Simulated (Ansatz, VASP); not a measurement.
**One calculation of BAs, two programs**

INCAR

```
SYSTEM = BAs
PREC = Accurate ; ENCUT = 520
EDIFF = 1E-6 ; ISMEAR = 0
SIGMA = 0.02 ; LREAL = .False.
LASPH = .True. ; NELM = 80
ALGO = Normal ; ISIF = 2
LWAVE = .False. ; LCHARG = .True.
GGA = PE ; LELF = .True.
LVHAR = .True. ; NBANDS = 11
```

KPOINTS

```
regular mesh
0
Gamma
  10 10 10
  0 0 0
```

File POSCAR:

```
BAs
1.0
    0.0000000000      2.3041086977      2.3041086977
    2.3041086977      0.0000000000      2.3041086977
    2.3041086977      2.3041086977      0.0000000000
B As
1 1
Direct
    0.0000000000      0.0000000000      0.0000000000
    0.2500000000      0.2500000000      0.2500000000
```

Input for Ansatz:

```yaml
crystal:
  lattice:
    - [0.0, 2.3041086977, 2.3041086977]
    - [2.3041086977, 0.0, 2.3041086977]
    - [2.3041086977, 2.3041086977, 0.0]
  atoms:
    - { symbol: B, position: [0.0, 0.0, 0.0] }
    - { symbol: As, position: [0.25, 0.25, 0.25] }
basis:
  ecutwfc: 420
kpoints:
  mp_grid: { grid: [10, 10, 10] }
hamiltonian:
  xc: pbe
scf:
  occupations: { method: gaussian, width: 0.02 }
output:
  forces: true
  stress: true
  eigenvalues: true
```

Alike in both runs: task single point; functional PBE; k mesh 10 × 10 × 10; occupations gaussian, width 0.02 eV; no spin polarisation.

|  | VASP | Ansatz |
| --- | --- | --- |
| version | VASP 6.6.1 | Ansatz 0.2.0 |
| potentials or method | VASP PAW PBE potentials, release 64 (B, As) | scalar-relativistic, plane waves, PAW |
| plane-wave cutoff (eV) | 520 | 420 |
| valence electrons in the cell | 8 | 18 |

|  | VASP | Ansatz | Ansatz less VASP |
| --- | --- | --- | --- |
| gap on the k mesh at the Fermi level (eV) | 1.06 | 1.07 | +0.011 |
| least direct gap on the mesh (eV) | 3.42 | 3.43 | +0.004 |
| pressure (GPa) | 23.0 | 21.9 | -1.10 |

With one functional, cell and mesh, what is left measures potentials, basis and numerics. The two sets of potentials don't hold the same shells in valence.

Caveats: so large a pressure means that the cell lies far from this level's equilibrium, or that cutoff or potentials fall short (VASP). A k mesh can miss the band edges.
